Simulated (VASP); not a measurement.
**LiH: single point with PBEsol**

The system is LiH.

```
Li H
1.0
     0.00000    2.03675    2.03675
     2.03675    0.00000    2.03675
     2.03675    2.03675    0.00000
Li H
1 1
Direct
  0.00000 0.00000 0.00000
  0.50000 0.50000 0.50000
```

```json
{
  "Program": "VASP 6.6.1",
  "Task": "single point",
  "Functional": "PBEsol",
  "Potentials or basis": "VASP PAW PBE potentials, release 64 (Li_sv, H)",
  "Cutoff": "520 eV",
  "k mesh": "11 × 11 × 11",
  "Occupations": "fermi-dirac, width 0.05 eV",
  "Spin": "no spin polarisation"
}
```

The band gap on the k mesh is 2.97 eV, direct.

Levels at points of the mesh, in eV from the valence-band top:
```csv
k point,band 1,band 2,band 3,band 4,band 5
"(0.00, 0.00, 0.00)",-43.71,-5.32,15.52,17.30,17.30
```

Wall time 5.1 s on 1 thread of Intel(R) Xeon(R) 6975P-C (Granite Rapids), with other jobs on the host, peak memory 0.12 GiB.

Caveat: an odd mesh through Γ misses points on the zone boundary, where band edges often lie. A hybrid or GW would open this gap; PBEsol tends to underestimate it.
